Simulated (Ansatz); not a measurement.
Moving the fixed moment of the cell in NiSi2

```
Ni Si
1.0
     0.00000    2.70300    2.70300
     2.70300    0.00000    2.70300
     2.70300    2.70300    0.00000
Ni Si
1 2
Direct
  0.00000 0.00000 0.00000
  0.75000 0.75000 0.75000
  0.25000 0.25000 0.25000
```

Kept alike: task single point; functional PBE; k mesh 7 × 7 × 7; occupations fermi-dirac, width 0.05 eV. Program: Ansatz, Ansatz PAW, cutoff 420 eV. The mesh is that of the run's cell of 3 atoms. No spin-orbit coupling.

```tsv
fixed moment of cell, M (μB)	pressure (GPa)	largest site moment (μB)	free energy over the lowest row (meV/atom)
0	3.08	0.00	0.00
0.2	3.12	0.12	9.60
0.5	4.53	0.25	49.85
0.8	6.04	?	?
1	7.28	0.42	179.05
1.2	8.50	0.51	247.52
1.5	10.88	0.61	371.49
2	15.08	0.77	614.92
```

Pressure is positive in compression, with a Pulay correction for the finite cutoff. The runs hold the magnetic state that their start led to, which needn't be the lowest. Site moments count inside each atom's sphere or projector.

Problem. Fit the rows shown and predict the run at 0.8 μB.

Solution. A least-squares parabola through the rows shown is largest site moment = -0.0443 M² + 0.4643 M + 0.015 (largest miss 0.015); at M = 0.8 it gives 0.36 μB. A least-squares parabola through the rows shown is free energy = 127.701 M² + 55.7057 M - 4.407 (largest miss 5.521); at M = 0.8 it gives 121.89 meV/atom. The run gave: largest site moment 0.35 μB; free energy over the lowest row 118.09 meV/atom.
